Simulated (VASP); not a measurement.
# HfO2 (P2_1/c) in VASP: single point with PBEsol

Aim: the single point of HfO2 with PBEsol.

Everything below comes from runs of VASP 6.6.1. Logs are shortened: lines on timing, memory, paths and dates and some standing lists are left out, and cuts for length are marked.

## (1) The crystal as given

The structure is monoclinic, space group P2_1/c (No. 14). Conventional cell: a = 5.076 Å, b = 5.154 Å, c = 5.245 Å, α = 90.00°, β = 99.64°, γ = 90.00°. Around Hf (site symmetry 1) lie 7 O at 2.03 to 2.22 Å. O (site symmetry 1) has 4 Hf at 2.13 to 2.22 Å as nearest neighbours. Around O (site symmetry 1) lie 3 Hf at 2.03 to 2.12 Å.

The cell is a database's computed one.

## (2) Single point, PBEsol, non-collinear spin, zero start, spin-orbit coupling

Contents of INCAR:

```
SYSTEM = HfO2
  ALGO = Fast
  EDIFF = 1E-6
  ENCUT = 520
  GGA = PS
  GGA_COMPAT = .False.
  ISIF = 2
  ISMEAR = 0
  LASPH = .True.
  LCHARG = .False.
  LMAXMIX = 4
  LORBIT = 11
  LREAL = .False.
  LSORBIT = .True.
  LWAVE = .False.
  MAGMOM = 0 0 0 0 0 0 0 0 0 0 0 0 0 0 0 0 0 0 0 0 0 0 0 0 0 0 0 0 0 0 0 0 0 0 0 0
  NBANDS = 110
  NELM = 60
  PREC = Accurate
  SIGMA = 0.02
```

Contents of KPOINTS:

```
k-points
0
Gamma
  4 4 4
  0 0 0
```

Contents of POSCAR:

```
HfO2
1.0
    5.0762300000      0.0000000000     -0.0024800000
    0.0000000000      5.1542900000      0.0000000000
   -0.8756500000      0.0000000000      5.1713200000
Hf O
4 8
Direct
    0.2773100000      0.4573000000      0.7076600000
    0.7226900000      0.9573000000      0.7923400000
    0.7226900000      0.5427000000      0.2923400000
    0.2773100000      0.0427000000      0.2076600000
    0.4470700000      0.7418200000      0.9808000000
    0.5529300000      0.2418200000      0.5192000000
    0.5529300000      0.2581800000      0.0192000000
    0.4470700000      0.7581800000      0.4808000000
    0.0711500000      0.3371800000      0.3408000000
    0.9288500000      0.8371800000      0.1592000000
    0.9288500000      0.6628200000      0.6592000000
    0.0711500000      0.1628200000      0.8408000000
```

Potentials or basis: VASP PAW PBE potentials, release 64 (Hf_pv, O).

Launch:

```console
$ cat potpaw_PBE.64/Hf_pv/POTCAR potpaw_PBE.64/O/POTCAR > POTCAR
$ mpirun -np 1 vasp_ncl > vasp.out
```

OUTCAR:

```text
SYSTEM = HfO2
   EDIFF = 1E-6
   ENCUT = 520
   GGA = PS
   ISIF = 2
   ISMEAR = 0
   LASPH = .True.
   LORBIT = 11
   LREAL = .False.
   LSORBIT = .True.
   NELM = 60
   PREC = Accurate

 ion  position               nearest neighbor table
   1  0.277  0.457  0.708-  12 2.03  11 2.04   9 2.12   5 2.13   6 2.15   8 2.22   7 2.22   3 3.29
                             4 3.38   4 3.38   2 3.41   2 3.41   3 3.42   3 3.52
   2  0.723  0.957  0.792-  11 2.03  12 2.04  10 2.12   6 2.13   5 2.15   7 2.22   8 2.22   4 3.29
                             3 3.38   3 3.38   1 3.41   1 3.41   4 3.42   4 3.52
   3  0.723  0.543  0.292-  10 2.03   9 2.04  11 2.12   7 2.13   8 2.15   6 2.22   5 2.22   1 3.29
                             2 3.38   2 3.38   4 3.41   4 3.41   1 3.42   1 3.52
   4  0.277  0.043  0.208-   9 2.03  10 2.04  12 2.12   8 2.13   7 2.15   5 2.22   6 2.22   2 3.29
                             1 3.38   1 3.38   3 3.41   3 3.41   2 3.42   2 3.52
   5  0.447  0.742  0.981-   1 2.13   2 2.15   4 2.22   3 2.22
   6  0.553  0.242  0.519-   2 2.13   1 2.15   3 2.22   4 2.22
   7  0.553  0.258  0.019-   3 2.13   4 2.15   2 2.22   1 2.22
   8  0.447  0.758  0.481-   4 2.13   3 2.15   1 2.22   2 2.22
   9  0.071  0.337  0.341-   4 2.03   3 2.04   1 2.12
  10  0.929  0.837  0.159-   3 2.03   4 2.04   2 2.12
  11  0.929  0.663  0.659-   2 2.03   1 2.04   3 2.12
  12  0.071  0.163  0.841-   1 2.03   2 2.04   4 2.12

  LATTYP: Found a simple monoclinic cell.
 ALAT       =     5.0762306058
 B/A-ratio  =     1.0153774326
 C/A-ratio  =     1.0332336288
 COS(beta)  =    -0.1674333096

  Lattice vectors:

 A1 = (   5.0762300000,   0.0000000000,  -0.0024800000)
 A2 = (   0.0000000000,   5.1542900000,   0.0000000000)
 A3 = (  -0.8756500000,   0.0000000000,   5.1713200000)

Analysis of symmetry for initial positions (statically):
=====================================================================
 Subroutine PRICEL returns:
 Original cell was already a primitive cell.

 Routine SETGRP: Setting up the symmetry group for a
 simple monoclinic supercell.

 Subroutine GETGRP returns: Found  4 space group operations
 (whereof  2 operations were pure point group operations)
 out of a pool of  4 trial point group operations.

The static configuration has the point symmetry S_2 .
 The point group associated with its full space group is C_2h.

Analysis of symmetry for dynamics (positions and initial velocities):
=====================================================================
 Subroutine PRICEL returns:
 Original cell was already a primitive cell.

 Routine SETGRP: Setting up the symmetry group for a
 simple monoclinic supercell.

 Subroutine GETGRP returns: Found  4 space group operations
 (whereof  2 operations were pure point group operations)
 out of a pool of  4 trial point group operations.

The dynamic configuration has the point symmetry S_2 .
 The point group associated with its full space group is C_2h.

Analysis of structural, dynamic, and magnetic symmetry:
=====================================================================
 Subroutine PRICEL returns:
 Original cell was already a primitive cell.

 Routine SETGRP: Setting up the symmetry group for a
 simple monoclinic supercell.

 Subroutine GETGRP returns: Found  4 space group operations
 (whereof  2 operations were pure point group operations)
 out of a pool of  4 trial point group operations.

The overall configuration has the point symmetry S_2 .
 The point group associated with its full space group is C_2h.

 Subroutine INISYM returns: Found  4 space group operations
 (whereof  2 operations are pure point group operations),
 and found     1 'primitive' translations

----------------------------------------------------------------------------------------

                                     Primitive cell

  volume of cell :     135.2931

  direct lattice vectors                    reciprocal lattice vectors
     5.076230000  0.000000000 -0.002480000     0.197012888  0.000000000  0.033359826
     0.000000000  5.154290000  0.000000000     0.000000000  0.194013142  0.000000000
    -0.875650000  0.000000000  5.171320000     0.000094481  0.000000000  0.193390224

  length of vectors
     5.076230606  5.154290000  5.244932170     0.199817307  0.194013142  0.193390247

  position of ions in fractional coordinates (direct lattice)
     0.277310000  0.457300000  0.707660000
     0.722690000  0.957300000  0.792340000
     0.722690000  0.542700000  0.292340000
     0.277310000  0.042700000  0.207660000
     0.447070000  0.741820000  0.980800000
     0.552930000  0.241820000  0.519200000
     0.552930000  0.258180000  0.019200000
     0.447070000  0.758180000  0.480800000
     0.071150000  0.337180000  0.340800000
     0.928850000  0.837180000  0.159200000
     0.928850000  0.662820000  0.659200000
[... 135 lines left out ...]
  ext. energy  EPLUGINS =         0.00000000
  ---------------------------------------------------
  free energy    TOTEN  =      -129.89292076 eV

  energy without entropy =     -129.89292076  energy(sigma->0) =     -129.89292076

 E-fermi :   3.2373     XC(G=0): -11.8162

 val. band max:        3.1295792822   @ k =   0.0000   0.0000   0.0000
 cond. band min:       7.0658157776   @ k =   0.5000   0.0000  -0.0000
 fundamental gap:      3.9362364954
 Fermi energy:         3.2373029373

 k-point     1 :       0.0000    0.0000    0.0000
  band No.  band energies     occupation
      1     -30.7199      1.00000
      2     -30.7199      1.00000
      3     -30.7008      1.00000
      4     -30.7008      1.00000
      5     -30.6976      1.00000
      6     -30.6976      1.00000
[... 2461 lines left out ...]
     99       8.8286      0.00000
    100       8.8286      0.00000

 [... further k-points ...]

 [bands above 100 left out]

------------------------ aborting loop because EDIFF is reached ----------------------------------------

  FORCE on cell =-STRESS in cart. coord.  units (eV):
  Direction    XX          YY          ZZ          XY          YZ          ZX
  --------------------------------------------------------------------------------------
  -------------------------------------------------------------------------------------
  Total        0.2661013      0.3153714      0.2970160      0.0000000      0.0000000     -0.0116916
  in kB        3.1512436      3.7347136      3.5173442      0.0000000      0.0000000     -0.1384549
  external PRESSURE =       3.4677671 kB  Pullay stress =       0.0000000 kB

 VOLUME and BASIS-vectors are now :
 -----------------------------------------------------------------------------
  energy-cutoff  :      520.00
  volume of cell :      135.29
      direct lattice vectors                 reciprocal lattice vectors
     5.076230000  0.000000000 -0.002480000     0.197012888  0.000000000  0.033359826
     0.000000000  5.154290000  0.000000000     0.000000000  0.194013142  0.000000000
    -0.875650000  0.000000000  5.171320000     0.000094481  0.000000000  0.193390224

 POSITION                                       TOTAL-FORCE (eV/Angst)
 -----------------------------------------------------------------------------------
      0.78803      2.35706      3.65885        -0.000489     -0.003209      0.014636
      2.97473      4.93420      4.09565         0.000489     -0.003209     -0.014636
      3.41255      2.79723      1.50999         0.000489      0.003209     -0.014636
      1.22585      0.22009      1.07319        -0.000489      0.003209      0.014636
      1.41059      3.82356      5.07092        -0.002780     -0.002525     -0.007745
      2.35216      1.24641      2.68358         0.002780     -0.002525      0.007745
      2.78999      1.33073      0.09792         0.002780      0.002525      0.007745
      1.84842      3.90788      2.48526        -0.002780      0.002525     -0.007745
      0.06275      1.73792      1.76221        -0.002169      0.005662     -0.004408
      4.57565      4.31507      0.82097         0.002169      0.005662      0.004408
      4.13783      3.41637      3.40663         0.002169     -0.005662      0.004408
     -0.37507      0.83922      4.34787        -0.002169     -0.005662     -0.004408
 -----------------------------------------------------------------------------------
    total drift:                                0.000000      0.000000     -0.000000

  FREE ENERGIE OF THE ION-ELECTRON SYSTEM (eV)
  ---------------------------------------------------
  free  energy   TOTEN  =      -129.8929207593 eV

  energy  without entropy=     -129.8929207593  energy(sigma->0) =     -129.89292076

 Spin-Orbit-Coupling matrix elements

 Ion:    1  E_soc:     -1.2436343
 l=   1
     0.0000000    -0.2035498    -0.2032200
    -0.2035498     0.0000000    -0.2039028
    -0.2032200    -0.2039028     0.0000000
 l=   2
     0.0000000    -0.0008094     0.0000000    -0.0007925    -0.0029272
    -0.0008094     0.0000000    -0.0022986    -0.0007660    -0.0006923
     0.0000000    -0.0022986     0.0000000    -0.0021649     0.0000000
    -0.0007925    -0.0007660    -0.0021649     0.0000000    -0.0006938
    -0.0029272    -0.0006923     0.0000000    -0.0006938     0.0000000
 l=   3
     0.0000000     0.0000000     0.0000000     0.0000000     0.0000000     0.0000000     0.0000000
     0.0000000     0.0000000     0.0000000     0.0000000     0.0000000     0.0000000     0.0000000
     0.0000000     0.0000000     0.0000000     0.0000000     0.0000000     0.0000000     0.0000000
     0.0000000     0.0000000     0.0000000     0.0000000     0.0000000     0.0000000     0.0000000
[... 209 lines left out ...]
 l=   2
     0.0000000     0.0000000     0.0000000     0.0000000     0.0000000
     0.0000000     0.0000000     0.0000000     0.0000000     0.0000000
     0.0000000     0.0000000     0.0000000     0.0000000     0.0000000
     0.0000000     0.0000000     0.0000000     0.0000000     0.0000000
     0.0000000     0.0000000     0.0000000     0.0000000     0.0000000
 l=   3
     0.0000000     0.0000000     0.0000000     0.0000000     0.0000000     0.0000000     0.0000000
     0.0000000     0.0000000     0.0000000     0.0000000     0.0000000     0.0000000     0.0000000
     0.0000000     0.0000000     0.0000000     0.0000000     0.0000000     0.0000000     0.0000000
     0.0000000     0.0000000     0.0000000     0.0000000     0.0000000     0.0000000     0.0000000
     0.0000000     0.0000000     0.0000000     0.0000000     0.0000000     0.0000000     0.0000000
     0.0000000     0.0000000     0.0000000     0.0000000     0.0000000     0.0000000     0.0000000
     0.0000000     0.0000000     0.0000000     0.0000000     0.0000000     0.0000000     0.0000000

 total charge

# of ion       s       p       d       tot
------------------------------------------
    1        0.323   6.718   1.535   8.576
    2        0.323   6.718   1.535   8.576
    3        0.323   6.718   1.535   8.576
    4        0.323   6.718   1.535   8.576
    5        1.554   3.535   0.000   5.088
    6        1.554   3.535   0.000   5.088
    7        1.554   3.535   0.000   5.088
    8        1.554   3.535   0.000   5.088
    9        1.559   3.541   0.000   5.100
   10        1.559   3.541   0.000   5.100
   11        1.559   3.541   0.000   5.100
   12        1.559   3.541   0.000   5.100
--------------------------------------------------
tot         13.743  55.177   6.139  75.058

 magnetization (x)

# of ion       s       p       d       tot
------------------------------------------
    1        0.000   0.000  -0.000  -0.000
    2       -0.000  -0.000   0.000   0.000
    3        0.000   0.000  -0.000  -0.000
    4       -0.000  -0.000   0.000   0.000
    5       -0.000   0.000   0.000   0.000
    6        0.000  -0.000   0.000  -0.000
    7       -0.000   0.000   0.000   0.000
    8        0.000  -0.000   0.000  -0.000
    9       -0.000   0.000   0.000   0.000
   10        0.000  -0.000   0.000  -0.000
   11       -0.000   0.000   0.000   0.000
   12        0.000  -0.000   0.000  -0.000
--------------------------------------------------
tot         -0.000   0.000   0.000   0.000

 magnetization (y)

# of ion       s       p       d       tot
------------------------------------------
    1       -0.000   0.000   0.000   0.000
    2       -0.000   0.000   0.000   0.000
    3       -0.000   0.000   0.000   0.000
    4       -0.000   0.000   0.000   0.000
    5        0.000  -0.000   0.000  -0.000
    6        0.000  -0.000   0.000  -0.000
    7        0.000  -0.000   0.000  -0.000
    8        0.000  -0.000   0.000  -0.000
    9        0.000  -0.000   0.000  -0.000
   10        0.000  -0.000   0.000  -0.000
   11        0.000  -0.000   0.000  -0.000
   12        0.000  -0.000   0.000  -0.000
--------------------------------------------------
tot         -0.000  -0.000   0.000  -0.000

 magnetization (z)

# of ion       s       p       d       tot
------------------------------------------
    1        0.000   0.000  -0.000  -0.000
    2       -0.000  -0.000   0.000   0.000
    3        0.000   0.000  -0.000  -0.000
    4       -0.000  -0.000   0.000   0.000
    5       -0.000  -0.000   0.000  -0.000
    6        0.000   0.000   0.000   0.000
    7       -0.000  -0.000   0.000  -0.000
    8        0.000   0.000   0.000   0.000
    9        0.000   0.000   0.000   0.000
   10       -0.000  -0.000   0.000  -0.000
   11        0.000   0.000   0.000   0.000
   12       -0.000  -0.000   0.000  -0.000
--------------------------------------------------
tot         -0.000   0.000   0.000   0.000
```

Run time: 15 min. Hardware: 1 thread of Intel Xeon Platinum 8488C (Sapphire Rapids), shared host; peak memory 0.87 GiB.

What came out:

- Free energy: -129.8929 eV
- Pressure: 0.3 GPa
- Largest force: 0.015 eV/Å
- Net moment: 0.00 μB per cell
- Valence electrons inside the program's atomic spheres: Hf 8.58; O 5.09, 5.10

Forces on the atoms (eV/Å):
```
Hf   0.000 -0.003  0.015
Hf   0.000 -0.003 -0.015
Hf   0.000  0.003 -0.015
Hf   0.000  0.003  0.015
O   -0.003 -0.003 -0.008
O    0.003 -0.003  0.008
O    0.003  0.003  0.008
O   -0.003  0.003 -0.008
O   -0.002  0.006 -0.004
O    0.002  0.006  0.004
O    0.002 -0.006  0.004
O   -0.002 -0.006 -0.004
```

Moments on the atoms (μB; x, y, z):
```
Hf  0.00 0.00 0.00
Hf  0.00 0.00 0.00
Hf  0.00 0.00 0.00
Hf  0.00 0.00 0.00
O   0.00 0.00 0.00
O   0.00 0.00 0.00
O   0.00 0.00 0.00
O   0.00 0.00 0.00
O   0.00 0.00 0.00
O   0.00 0.00 0.00
O   0.00 0.00 0.00
O   0.00 0.00 0.00
```

Caveat: the PAW data sets were made with another functional, which shifts forces and pressure a little.
